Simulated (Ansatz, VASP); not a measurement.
**BP: VASP beside Ansatz**

```xyz
2
Lattice="0.0000 2.2220 2.2220 2.2220 0.0000 2.2220 2.2220 2.2220 0.0000" Properties=species:S:1:pos:R:3 pbc="T T T"
B     0.0000    0.0000    0.0000
P     1.1110    1.1110    1.1110
```

Alike in both runs: task single point; functional r2SCAN; k mesh 10 × 10 × 10; occupations gaussian, width 0.02 eV; no spin polarisation.

|  | VASP | Ansatz |
| --- | --- | --- |
| version | VASP 6.6.1 | Ansatz 0.2.0 |
| potentials or method | VASP PAW PBE potentials, release 64 (B, P) | scalar-relativistic, plane waves, PAW |
| plane-wave cutoff (eV) | 520 | 500 |
| valence electrons in the cell | 8 | 8 |

Ansatz gave:

- gap on the k mesh at the Fermi level (eV): 1.33
- least direct gap on the mesh (eV): 3.70
- pressure (GPa): 11.8

Task: What did VASP give for the same quantities?

Result: gap on the k mesh at the Fermi level (eV): 1.36; least direct gap on the mesh (eV): 3.74; pressure (GPa): 11.2.

Caveats: the PAW data sets were made with another functional, which shifts forces and pressure a little (VASP). A k mesh can miss the band edges. r2SCAN opens gaps a little over a GGA but as a rule still falls short of measured ones.
